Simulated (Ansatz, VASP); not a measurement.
## KBr: VASP beside Ansatz

```xyz
2
Lattice="0.0000 3.3000 3.3000 3.3000 0.0000 3.3000 3.3000 3.3000 0.0000" Properties=species:S:1:pos:R:3 pbc="T T T"
K     0.0000    0.0000    0.0000
Br    3.3000    3.3000    3.3000
```

Alike in both runs: task relaxation of cell and atoms; functional r2SCAN; k mesh 6 × 6 × 6; occupations gaussian, width 0.02 eV; no spin polarisation.

|  | VASP | Ansatz |
| --- | --- | --- |
| version | VASP 6.6.1 | Ansatz 0.2.0 |
| potentials or method | VASP PAW PBE potentials, release 64 (K_sv, Br) | scalar-relativistic, plane waves, PAW |
| plane-wave cutoff (eV) | 600 | 500 |
| valence electrons in the cell | 16 | 16 |

```csv
,VASP,Ansatz,Ansatz less VASP
"gap on the k mesh at the Fermi level, each at its own relaxed structure (eV)",5.07,5.07,+0.002
relaxed volume (Å³/atom),36.06,36.01,-0.049
relaxed cell length with the largest relative difference (Å),4.672,4.670,-0.0021
```

Caveats: the PAW data sets were made with another functional, which shifts forces and pressure a little (VASP). Zero-point motion and thermal expansion aren't in these numbers. r2SCAN opens gaps a little over a GGA but as a rule still falls short of measured ones.
